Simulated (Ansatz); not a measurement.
Run on Nb (fcc type): DFT, PBE, all-electron LAPW, scalar-relativistic (Ansatz 0.2.0). This run: fcc relaxed under pressure.

The cell comes from a relaxation on PAW files under the same functional, begun from a prototype that needn't be the stable phase.

Command: `ansatz run input.yaml --threads 1 --pin off --max-ram 3584MiB --backend cpu --events-out ev --progress --plain --runs-dir out` It took 24 s on 1 thread of Arm Neoverse V1, with other jobs on the host, peak memory 0.36 GiB.

```yaml
crystal:
  lattice:
    - [0.0, 2.0167122872, 2.0167122872]
    - [2.0167122872, 0.0, 2.0167122872]
    - [2.0167122872, 2.0167122872, 0.0]
  atoms:
    - { symbol: Nb, position: [0.0, 0.0, 0.0] }
kpoints:
  mp_grid: { grid: [17, 17, 17] }
scf:
  occupations: { method: fermi_dirac, width: 0.08 }
hamiltonian:
  xc: pbe
  pseudopotentials: { kind: all_electron, lapw: { basis_error: 0.0005 } }
output:
  forces: true
  stress: true
  eigenvalues: true
relax:
  f_tol: 0.005
  max_steps: 12
  cell: { p_target: 28.0, stress_tol: 0.03 }
```

Output:

```
The last accepted step is kept in <dir> (removed where the run ends without a failure and the disk answers)
LAPW: plane waves up to 8.163 Å⁻¹, error target 5.0e-4 eV per atom; small_component_spin mean_spin; Nb in spheres of 1.383 Å, 29 of its electrons in bands, Dirac shells [] (how accurate: hamiltonian.pseudopotentials.lapw.basis_error, Limitations)
Engine: ansatz 0.2.0
Pseudopotentials: kind: all_electron
Pseudopotential: Nb, LAPW, valence charge 29, lapw/all_electron/scalar/gaussian/Nb, Koelling and Harmon's equation, gaussian nucleus
Functional definition: PBE
  parameter kappa = 0.804
  parameter beta = 0.06672455060314922
  exchange = pbe_x(kappa = kappa, mu = beta*pi^2/3)
  correlation = pbe_c(beta = beta)
Crystal: 1 atoms, lattice volume = 16.404 Å³
Basis set: ecut = 253.86560884903724 eV, 169 PW (Γ), exchange–correlation at level 2
Bands: 19, of which v1, the nominal top of the filled ones, is band 15 counted from 1 (14 counted from 0)
Symmetry: 48 space group operations
Space group: Fm-3m (ITA 225), of the structure as read, at distance tolerance 2.5e-5 Å
k-points: 165 of 4913
Non-local potential: Nb, projectors of the file, none
Initial density: superposition of atomic densities (chi_scale 0.1, normalization cell)
Initial wavefunctions: plane waves of lowest kinetic energy (no species holds an atomic orbital)
Functional: x = pbe(κ = 0.804, μ = 0.2195149727645171), c = pbe(β = 0.06672455060314922)
iter 1 solved again at ethr=7.13e-4 eV; its pass at ethr=1.00e-1 eV (dr2=2.07e-1 eV) is discarded
SCF iter   1: F=—  HF=-103945.587450 eV  |F-HF|=—  |Δ(HF+E_count)|=         —  Δρ=4.49e-2  dr2=2.08e-1  ethr=7.13e-4  ⟨swp⟩=2.4  Hψ=19245  notcnv=0
preconditioner: auto → none  [metal: Δε(μ)=0.024 eV  Ē_g=8.366 eV  σ=0.080 eV  W_gap=0.07  n_scr=8 (ndim 8)  ℏωp=20.5 eV  f_vac=0.000  D(μ)=1.34/eV (n_scr^D=14)  sad-step TF]
SCF iter   2: F=—  HF=-103945.244068 eV  |F-HF|=—  |Δ(HF+E_count)|=   3.43e-1  Δρ=2.23e-2  dr2=6.04e-2  ethr=7.13e-4  ⟨swp⟩=2.0  Hψ=9740  notcnv=0  defer=1
SCF iter   3: F=—  HF=-103945.223484 eV  |F-HF|=—  |Δ(HF+E_count)|=   2.06e-2  Δρ=7.13e-3  dr2=6.74e-3  ethr=2.08e-4  ⟨swp⟩=2.0  Hψ=8853  notcnv=0
iter 4 solved again at ethr=1.66e-7 eV; its pass at ethr=2.33e-5 eV (dr2=4.81e-5 eV) is discarded
SCF iter   4: F=—  HF=-103945.223734 eV  |F-HF|=—  |Δ(HF+E_count)|=         —  Δρ=5.80e-4  dr2=4.79e-5  ethr=1.66e-7  ⟨swp⟩=2.0  Hψ=15373  notcnv=0
the basis was enlarged: its passes take 256.8 KiB over the memory plan, 1 of 1 planned eigensolver slots
SCF iter   5: F=—  HF=-103945.223701 eV  |F-HF|=—  |Δ(HF+E_count)|=   3.27e-5  Δρ=4.14e-5  dr2=2.07e-7  ethr=1.65e-7  ⟨swp⟩=2.0  Hψ=9088  notcnv=0
SCF iter   6: F=-103945.223701 eV  HF=-103945.223701 eV  |F-HF|=5.24e-10  |Δ(HF+E_count)|=   2.40e-7  Δρ=1.72e-6  dr2=2.79e-10  ethr=7.15e-10  ⟨swp⟩=3.0  Hψ=9390  notcnv=0
SCF 1 converged in 6 iterations: F = -103945.223701 eV  dr2 = 2.79e-10
relax step   1: F+E_penalty+E_count = -103945.22370122 eV  Δ(F+E_penalty+E_count) = +0.000e0 eV  max|allowed force component| = 0.000e0 eV/Å  Δτ_max = 0.0000 Å  P = +28.007 GPa  Ω = 16.404 Å³  (6 SCF iters, accepted)
Initial density: handed on by an earlier stage of this run
Initial wavefunctions: those handed on with the density
iter 1 solved again at ethr=4.69e-12 eV; its pass at ethr=1.00e-1 eV (dr2=1.36e-9 eV) is discarded
SCF iter   1: F=—  HF=-103945.223701 eV  |F-HF|=—  |Δ(HF+E_count)|=         —  Δρ=1.29e-6  dr2=9.02e-11  ethr=5.68e-12 (applied; sched 4.69e-12)  ⟨swp⟩=7.9  Hψ=22890  notcnv=0  reapply=75
preconditioner: auto → none  [metal: Δε(μ)=0.003 eV  Ē_g=8.112 eV  σ=0.080 eV  W_gap=0.01  n_scr=8 (ndim 8)  ℏωp=20.5 eV  f_vac=0.000  D(μ)=1.46/eV (n_scr^D=14)]
SCF iter   2: F=-103945.223701 eV  HF=-103945.223701 eV  |F-HF|=2.04e-10  |Δ(HF+E_count)|=   8.28e-8  Δρ=7.57e-7  dr2=4.83e-11  ethr=4.48e-12 (applied; sched 1.00e-12)  ⟨swp⟩=2.9  Hψ=9292  notcnv=0
SCF 2 converged in 2 iterations: F = -103945.223701 eV  dr2 = 4.83e-11
relax step   2: F+E_penalty+E_count = -103945.22370122 eV  Δ(F+E_penalty+E_count) = -7.130e-10 eV  max|allowed force component| = 0.000e0 eV/Å  Δτ_max = 0.0000 Å  P = +28.008 GPa  Ω = 16.404 Å³  stress off target by 7.63e-3 GPa  SCF on the basis re-selected at this cell (its energy is not comparable with the rows above)  (2 SCF iters)
basis re-selected at this cell: Δ(F+E_penalty+E_count) = -7.130e-10 eV, ΔP = +0.000 GPa vs the last step (what re-selecting the basis moved, after the strain that the cell walked since its last selection, with what the two solves' SCF thresholds leave and, on support functions, any second-order correction that the steps lacked; it is no measure of the basis error at this ecutwfc). This SCF's stress stands 7.63e-3 GPa from its target on what of the cell is left free (relax.cell.stress_tol is 3.00e-2 GPa) and its largest allowed force component is 0.00e0 eV/Å (relax.f_tol is 5.00e-3 eV/Å): within both
SCF converged after 2 iterations
Free energy (F): -103945.223701 eV
Harris-Foulkes:  -103945.223701 eV  (|F-HF|=2.04e-10)
Internal energy: -103945.193330 eV  (E = F + TS)
E sigma→0 (E₀):  -103945.208516 eV
Entropy (-TS):   -0.030371 eV (-30.371 meV/atom)
Fermi energy:    22.582648 eV
--- Per-component energies (eV) ---
  E_band       = -3624.713291
  E_kinetic    = 107548.530876
  E_xc         = -3241.800552
  E_electrostatic = -208251.923655  (all electrons and nuclei)
  E_smearing   = -0.030371  (= −TS)
  E_closure    = 0.000000  (closes the sum)
  E_atoms      = -103935.548123  (free atoms, spherical and without spin; not in F)
  Σ components = -103945.223701   (vs F -103945.223701, Δ=0.00e0)
  Basis errors (estimates in eV, not in F): energy 1.1e-4 per atom: plane waves 8.6e-5 (4.6e-5 summed), levels above the bands 8.1e-69, relativity 4.7e-8, radial functions 2.0e-5, core shells 3.2e-7; eigenvalues (radial functions only) 2.1e-6; not estimated: angular momenta, meshes, grids; target (lapw.basis_error) 5.0e-4; muffin-tin radii Nb 1.383 Å
--- Forces (eV/Å), atoms counted from 1 ---
  atom   1  Nb     0.00000000     0.00000000    -0.00000000
  max |Σ_I F_I| component: 6.57e-32 eV/Å
--- Stress (GPa, compression-positive) ---
       28.007630      -0.000000      -0.000000
       -0.000000      28.007630      -0.000000
       -0.000000      -0.000000      28.007630
  P = ⅓ Tr σ = 28.0076 GPa (280.076 kbar)
--- Band table (eV; the first three rows and the last of 165) ---
  k-point 0: bands = ["-319.9510", "-319.9510", "-319.9510", "-169.5375", "-169.5375", "-169.5250", "-169.5250", "-169.5250", "-32.0829", "-7.1735", "-7.1735", "-7.1735", "16.1163", "22.5530", "22.5530", "22.5530", "25.6778", "25.6778", "34.4245"]
  k-point 1: bands = ["-319.9510", "-319.9510", "-319.9510", "-169.5375", "-169.5375", "-169.5250", "-169.5250", "-169.5250", "-32.0720", "-7.2403", "-7.1814", "-7.1814", "16.2677", "22.4299", "22.6239", "22.6239", "25.6067", "25.6067", "34.7363"]
  k-point 2: bands = ["-319.9510", "-319.9510", "-319.9510", "-169.5375", "-169.5375", "-169.5250", "-169.5250", "-169.5250", "-32.0404", "-7.4290", "-7.2041", "-7.2041", "16.6942", "22.1287", "22.8050", "22.8050", "25.4515", "25.4515", "35.5525"]
  k-point 164: bands = ["-319.9510", "-319.9510", "-319.9510", "-169.5375", "-169.5375", "-169.5250", "-169.5250", "-169.5250", "-31.6394", "-8.4126", "-8.2999", "-7.8337", "19.4056", "21.0087", "21.5622", "24.7214", "28.6338", "33.5373", "34.4744"]
--- Relaxed structure (1 steps of the walk, 1 accepted, 1 SCFs on fresh bases) ---
  F+E_penalty+E_count = -103945.22370122 eV   max|allowed force component| = 0.000e0 eV/Å   (the final SCF, on the basis selected at the relaxed cell)
  cell:  # Å, volume = 16.4045 Å³
    - [0.0, 2.0167122872, 2.0167122872]
    - [2.0167122872, 0.0, 2.0167122872]
    - [2.0167122872, 2.0167122872, 0.0]
  atoms:
    - { symbol: Nb, position: [0.0, 0.0, 0.0] }
```

Next run (bcc relaxed under pressure), as changes to the input before:

```diff
   lattice:
-    - [0.0, 2.0167122872, 2.0167122872]
-    - [2.0167122872, 0.0, 2.0167122872]
-    - [2.0167122872, 2.0167122872, 0.0]
+    - [-1.5844129659, 1.5844129659, 1.5844129659]
+    - [1.5844129659, -1.5844129659, 1.5844129659]
+    - [1.5844129659, 1.5844129659, -1.5844129659]
   atoms:
```

Command: `ansatz run input.yaml --threads 1 --pin off --max-ram 3584MiB --backend cpu --events-out ev --progress --plain --runs-dir out` It took 27 s on 1 thread of Arm Neoverse V1 (shared host), peak memory 0.37 GiB.

Results part of the output:

```
basis re-selected at this cell: Δ(F+E_penalty+E_count) = -1.158e-8 eV, ΔP = +0.001 GPa vs the last step (what re-selecting the basis moved, after the strain that the cell walked since its last selection, with what the two solves' SCF thresholds leave and, on support functions, any second-order correction that the steps lacked; it is no measure of the basis error at this ecutwfc). This SCF's stress stands 1.18e-2 GPa from its target on what of the cell is left free (relax.cell.stress_tol is 3.00e-2 GPa) and its largest allowed force component is 0.00e0 eV/Å (relax.f_tol is 5.00e-3 eV/Å): within both
SCF converged after 2 iterations
Free energy (F): -103945.558971 eV
Harris-Foulkes:  -103945.558971 eV  (|F-HF|=2.85e-9)
Internal energy: -103945.532921 eV  (E = F + TS)
E sigma→0 (E₀):  -103945.545946 eV
Entropy (-TS):   -0.026050 eV (-26.050 meV/atom)
Fermi energy:    22.946822 eV
--- Per-component energies (eV) ---
  E_band       = -4423.713864
  E_kinetic    = 107548.481066
  E_xc         = -3242.341958
  E_electrostatic = -208251.672028  (all electrons and nuclei)
  E_smearing   = -0.026050  (= −TS)
  E_closure    = 0.000000  (closes the sum)
  E_atoms      = -103935.548123  (free atoms, spherical and without spin; not in F)
  Σ components = -103945.558971   (vs F -103945.558971, Δ=0.00e0)
  Basis errors (estimates in eV, not in F): energy 1.2e-4 per atom: plane waves 1.0e-4 (5.7e-5 summed), levels above the bands 6.3e-60, relativity 4.1e-8, radial functions 1.9e-5, core shells 9.7e-13; eigenvalues (radial functions only) 1.8e-6; not estimated: angular momenta, meshes, grids; target (lapw.basis_error) 5.0e-4; muffin-tin radii Nb 1.331 Å
--- Forces (eV/Å), atoms counted from 1 ---
  atom   1  Nb     0.00000000     0.00000000    -0.00000000
  max |Σ_I F_I| component: 2.26e-31 eV/Å
--- Stress (GPa, compression-positive) ---
       28.011757      -0.000000       0.000000
       -0.000000      28.011757       0.000000
        0.000000       0.000000      28.011757
  P = ⅓ Tr σ = 28.0118 GPa (280.118 kbar)
--- Band table (eV; the first three rows and the last of 165) ---
  k-point 0: bands = ["-411.2102", "-319.0930", "-319.0930", "-319.0930", "-168.6791", "-168.6791", "-168.6646", "-168.6646", "-168.6646", "-31.2989", "-6.2830", "-6.2830", "-6.2830", "16.8531", "23.2304", "23.2304", "23.2304", "26.5709", "26.5709", "37.3575"]
  k-point 1: bands = ["-411.2102", "-319.0930", "-319.0930", "-319.0930", "-168.6791", "-168.6791", "-168.6646", "-168.6646", "-168.6646", "-31.2858", "-6.3567", "-6.3047", "-6.2838", "17.0192", "23.1231", "23.2054", "23.3916", "26.3948", "26.5684", "37.5045"]
  k-point 2: bands = ["-411.2102", "-319.0930", "-319.0930", "-319.0930", "-168.6791", "-168.6791", "-168.6646", "-168.6646", "-168.6646", "-31.2480", "-6.5648", "-6.3666", "-6.2862", "17.4855", "22.8314", "23.0989", "23.8680", "26.0472", "26.5720", "37.8723"]
  k-point 164: bands = ["-411.2102", "-319.0930", "-319.0930", "-319.0930", "-168.6791", "-168.6791", "-168.6645", "-168.6645", "-168.6645", "-30.6264", "-7.6169", "-7.6028", "-7.6028", "18.4539", "18.4901", "29.0814", "29.0814", "29.3410", "32.9385", "33.5605"]
--- Relaxed structure (1 steps of the walk, 1 accepted, 1 SCFs on fresh bases) ---
  F+E_penalty+E_count = -103945.55897070 eV   max|allowed force component| = 0.000e0 eV/Å   (the final SCF, on the basis selected at the relaxed cell)
  cell:  # Å, volume = 15.9098 Å³
    - [-1.5844129659, 1.5844129659, 1.5844129659]
    - [1.5844129659, -1.5844129659, 1.5844129659]
    - [1.5844129659, 1.5844129659, -1.5844129659]
  atoms:
    - { symbol: Nb, position: [0.0, 0.0, 0.0] }
```

Next run (hcp relaxed under pressure), as changes to the input before:

```diff
   lattice:
-    - [-1.5844129659, 1.5844129659, 1.5844129659]
-    - [1.5844129659, -1.5844129659, 1.5844129659]
-    - [1.5844129659, 1.5844129659, -1.5844129659]
+    - [2.7504325056, 0.0, 0.0]
+    - [-1.3752162528, 2.3819444212, 0.0]
+    - [0.0, 0.0, 4.9800429813]
   atoms:
-    - { symbol: Nb, position: [0.0, 0.0, 0.0] }
+    - { symbol: Nb, position: [0.3333333333, 0.6666666667, 0.25] }
+    - { symbol: Nb, position: [0.6666666667, 0.3333333333, 0.75] }
 kpoints:
-  mp_grid: { grid: [17, 17, 17] }
+  mp_grid: { grid: [16, 16, 9] }
 scf:
```

Command: `ansatz run input.yaml --threads 1 --pin off --max-ram 3584MiB --backend cpu --events-out ev --progress --plain --runs-dir out` It took 74 s on 1 thread of Arm Neoverse V1 (shared host), peak memory 0.58 GiB.

Results part of the output:

```
basis re-selected at this cell: Δ(F+E_penalty+E_count) = -1.831e-8 eV, ΔP = +0.000 GPa vs the last step (what re-selecting the basis moved, after the strain that the cell walked since its last selection, with what the two solves' SCF thresholds leave and, on support functions, any second-order correction that the steps lacked; it is no measure of the basis error at this ecutwfc). This SCF's stress stands 7.17e-3 GPa from its target on what of the cell is left free (relax.cell.stress_tol is 3.00e-2 GPa) and its largest allowed force component is 9.95e-17 eV/Å (relax.f_tol is 5.00e-3 eV/Å): within both
SCF converged after 2 iterations
Free energy (F): -207890.506357 eV
Harris-Foulkes:  -207890.506357 eV  (|F-HF|=1.59e-8)
Internal energy: -207890.456448 eV  (E = F + TS)
E sigma→0 (E₀):  -207890.481402 eV
Entropy (-TS):   -0.049908 eV (-24.954 meV/atom)
Fermi energy:    22.710742 eV
--- Per-component energies (eV) ---
  E_band       = -8887.061150
  E_kinetic    = 215096.892870
  E_xc         = -6484.088879
  E_electrostatic = -416503.260439  (all electrons and nuclei)
  E_smearing   = -0.049908  (= −TS)
  E_closure    = 0.000000  (closes the sum)
  E_atoms      = -207871.096246  (free atoms, spherical and without spin; not in F)
  Σ components = -207890.506357   (vs F -207890.506357, Δ=0.00e0)
[... lines left out ...]
        0.000000      28.005753       0.000000
        0.000000       0.000000      28.007173
  P = ⅓ Tr σ = 28.0062 GPa (280.062 kbar)
--- Band table (eV; the first three rows and the last of 150) ---
  k-point 0: bands = ["-411.8757", "-411.8757", "-319.7627", "-319.7627", "-319.7627", "-319.7627", "-319.7504", "-319.7504", "-169.3405", "-169.3405", "-169.3405", "-169.3405", "-169.3398", "-169.3398", "-169.3398", "-169.3398", "-169.3211", "-169.3211", "-31.9316", "-31.7046", "-8.6898", "-7.2245", "-6.9776", "-6.9776", "-6.8465", "-6.8465", "16.2719", "18.4212", "21.5167", "22.9242", "22.9242", "23.4811", "23.4811", "23.6916", "25.5287", "25.5287", "27.6364", "27.6364"]
  k-point 1: bands = ["-411.8757", "-411.8757", "-319.7627", "-319.7627", "-319.7627", "-319.7627", "-319.7504", "-319.7504", "-169.3405", "-169.3405", "-169.3405", "-169.3405", "-169.3398", "-169.3398", "-169.3398", "-169.3398", "-169.3211", "-169.3211", "-31.9249", "-31.7116", "-8.6488", "-7.2724", "-6.9736", "-6.9736", "-6.8505", "-6.8505", "16.3916", "18.4341", "21.4712", "22.9119", "22.9119", "23.4367", "23.4387", "23.4387", "25.6303", "25.6303", "27.6211", "27.6211"]
  k-point 2: bands = ["-411.8757", "-411.8757", "-319.7627", "-319.7627", "-319.7627", "-319.7627", "-319.7504", "-319.7504", "-169.3405", "-169.3405", "-169.3405", "-169.3405", "-169.3398", "-169.3398", "-169.3398", "-169.3398", "-169.3211", "-169.3211", "-31.9056", "-31.7318", "-8.5298", "-7.4088", "-6.9623", "-6.9623", "-6.8619", "-6.8619", "16.7322", "18.4539", "21.3565", "22.8017", "22.8917", "22.8917", "23.3272", "23.3272", "25.9078", "25.9078", "27.5531", "27.5531"]
  k-point 149: bands = ["-411.8757", "-411.8757", "-319.7627", "-319.7627", "-319.7627", "-319.7627", "-319.7504", "-319.7504", "-169.3405", "-169.3405", "-169.3405", "-169.3405", "-169.3398", "-169.3398", "-169.3398", "-169.3398", "-169.3211", "-169.3211", "-31.4487", "-31.4456", "-8.4511", "-8.4439", "-8.1893", "-8.1401", "-7.4507", "-7.4337", "19.8933", "19.9836", "20.6420", "20.8759", "22.2979", "22.3948", "23.9251", "24.1811", "27.5569", "27.7706", "32.8978", "32.9633"]
--- Relaxed structure (1 steps of the walk, 1 accepted, 1 SCFs on fresh bases) ---
  F+E_penalty+E_count = -207890.50635667 eV   max|allowed force component| = 9.946e-17 eV/Å   (the final SCF, on the basis selected at the relaxed cell)
  cell:  # Å, volume = 32.6261 Å³
    - [2.7504325055745475, 0.0, 0.0]
    - [-1.3752162527872738, 2.381944421222043, 0.0]
    - [0.0, 0.0, 4.9800429813]
  atoms:
    - { symbol: Nb, position: [0.3333333333333333, 0.6666666666666666, 0.25] }
    - { symbol: Nb, position: [0.6666666666666666, 0.3333333333333333, 0.7500000000000001] }
```

Next run (simple hexagonal relaxed under pressure), as changes to the input before:

```diff
   lattice:
-    - [2.7504325056, 0.0, 0.0]
-    - [-1.3752162528, 2.3819444212, 0.0]
-    - [0.0, 0.0, 4.9800429813]
+    - [2.7298814336, 0.0, 0.0]
+    - [-1.3649407168, 2.3641466708, 0.0]
+    - [0.0, 0.0, 2.5927311697]
   atoms:
-    - { symbol: Nb, position: [0.3333333333, 0.6666666667, 0.25] }
-    - { symbol: Nb, position: [0.6666666667, 0.3333333333, 0.75] }
+    - { symbol: Nb, position: [0.0, 0.0, 0.0] }
 kpoints:
-  mp_grid: { grid: [16, 16, 9] }
+  mp_grid: { grid: [16, 16, 15] }
 scf:
```

Results part of the output:

```
basis re-selected at this cell: Δ(F+E_penalty+E_count) = -2.183e-10 eV, ΔP = -0.000 GPa vs the last step (what re-selecting the basis moved, after the strain that the cell walked since its last selection, with what the two solves' SCF thresholds leave and, on support functions, any second-order correction that the steps lacked; it is no measure of the basis error at this ecutwfc). This SCF's stress stands 6.55e-3 GPa from its target on what of the cell is left free (relax.cell.stress_tol is 3.00e-2 GPa) and its largest allowed force component is 0.00e0 eV/Å (relax.f_tol is 5.00e-3 eV/Å): within both
SCF converged after 2 iterations
Free energy (F): -103944.899757 eV
Harris-Foulkes:  -103944.899757 eV  (|F-HF|=3.06e-10)
Internal energy: -103944.878037 eV  (E = F + TS)
E sigma→0 (E₀):  -103944.888897 eV
Entropy (-TS):   -0.021721 eV (-21.721 meV/atom)
Fermi energy:    22.085327 eV
--- Per-component energies (eV) ---
  E_band       = -4465.978124
  E_kinetic    = 107548.215733
  E_xc         = -3242.189202
  E_electrostatic = -208250.904567  (all electrons and nuclei)
  E_smearing   = -0.021721  (= −TS)
  E_closure    = 0.000000  (closes the sum)
  E_atoms      = -103935.548123  (free atoms, spherical and without spin; not in F)
  Σ components = -103944.899757   (vs F -103944.899757, Δ=0.00e0)
  Basis errors (estimates in eV, not in F): energy 1.7e-4 per atom: plane waves 1.5e-4 (8.3e-5 summed), levels above the bands 5.6e-56, relativity 4.8e-8, radial functions 1.8e-5, core shells 1.4e-11; eigenvalues (radial functions only) 6.1e-7; not estimated: angular momenta, meshes, grids; target (lapw.basis_error) 5.0e-4; muffin-tin radii Nb 1.257 Å
--- Forces (eV/Å), atoms counted from 1 ---
  atom   1  Nb     0.00000000     0.00000000     0.00000000
  max |Σ_I F_I| component: 0.00e0 eV/Å
--- Stress (GPa, compression-positive) ---
       28.006550       0.000000       0.000000
        0.000000      28.006550       0.000000
        0.000000       0.000000      28.001823
  P = ⅓ Tr σ = 28.0050 GPa (280.050 kbar)
--- Band table (eV; the first three rows and the last of 240) ---
  k-point 0: bands = ["-412.5906", "-320.4903", "-320.4652", "-320.4652", "-170.0687", "-170.0687", "-170.0400", "-170.0334", "-170.0334", "-32.7493", "-7.7451", "-7.6874", "-7.6874", "15.7974", "18.3823", "22.1267", "22.1267", "28.0022", "28.0022", "34.2826"]
  k-point 1: bands = ["-412.5906", "-320.4903", "-320.4652", "-320.4652", "-170.0687", "-170.0687", "-170.0400", "-170.0334", "-170.0334", "-32.7362", "-7.8490", "-7.6789", "-7.6789", "15.9414", "18.5641", "22.1620", "22.1620", "27.7798", "27.7798", "34.3642"]
  k-point 2: bands = ["-412.5906", "-320.4903", "-320.4652", "-320.4652", "-170.0687", "-170.0687", "-170.0400", "-170.0334", "-170.0334", "-32.6987", "-8.1362", "-7.6549", "-7.6549", "16.3246", "19.1103", "22.2634", "22.2634", "27.2007", "27.2007", "34.6059"]
  k-point 239: bands = ["-412.5906", "-320.4903", "-320.4652", "-320.4652", "-170.0687", "-170.0687", "-170.0399", "-170.0334", "-170.0334", "-32.0486", "-9.4089", "-8.9386", "-8.7095", "18.3446", "19.1218", "22.5123", "23.4356", "28.9761", "33.4908", "37.3668"]
--- Relaxed structure (1 steps of the walk, 1 accepted, 1 SCFs on fresh bases) ---
  F+E_penalty+E_count = -103944.89975735 eV   max|allowed force component| = 0.000e0 eV/Å   (the final SCF, on the basis selected at the relaxed cell)
  cell:  # Å, volume = 16.7331 Å³
    - [2.7298814335901374, 0.0, 0.0]
    - [-1.3649407167950687, 2.364146670808541, 0.0]
    - [0.0, 0.0, 2.5927311697]
  atoms:
    - { symbol: Nb, position: [0.0, 0.0, 0.0] }
```
